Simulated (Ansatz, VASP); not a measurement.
**Two plane-wave programs on ZrC7**

```
CELL_PARAMETERS angstrom
5.17404 0.00000 0.00000
0.00000 5.17404 0.00000
0.00000 0.00000 5.17404
ATOMIC_POSITIONS crystal
Zr 0.00000 0.00000 0.00000
C 0.25262 0.25262 0.25262
C 0.00000 0.50000 0.50000
C 0.50000 0.50000 0.00000
C 0.50000 0.00000 0.50000
C 0.74738 0.25262 0.74738
C 0.74738 0.74738 0.25262
C 0.25262 0.74738 0.74738
```

Change from the starting cell: species swapped into the Si7Ge type (P-43m, No. 215).

Alike in both runs: task relaxation of cell and atoms; functional PBE; k mesh 4 × 4 × 4; occupations gaussian, width 0.1 eV; no spin polarisation.

```csv
,VASP,Ansatz
version,VASP 6.6.1,Ansatz 0.2.0
potentials or method,"VASP PAW PBE potentials, release 64 (Zr_sv, C)","scalar-relativistic, plane waves, PAW"
plane-wave cutoff (eV),600,420
valence electrons in the cell,40,40
```

VASP gave:

- gap on the k mesh at the Fermi level, each at its own relaxed structure (eV): 0.21
- relaxed volume (Å³/atom): 8.22
- relaxed cell length with the largest relative difference (Å): 4.036
- energy change over the relaxation (meV/atom): -1956

Which values does Ansatz return?

gap on the k mesh at the Fermi level, each at its own relaxed structure (eV): 0.21; relaxed volume (Å³/atom): 8.21; relaxed cell length with the largest relative difference (Å): 4.034; energy change over the relaxation (meV/atom): -1954.

Caveats: the volume moved by over 15 % at a fixed basis, so the end points are rough (VASP).
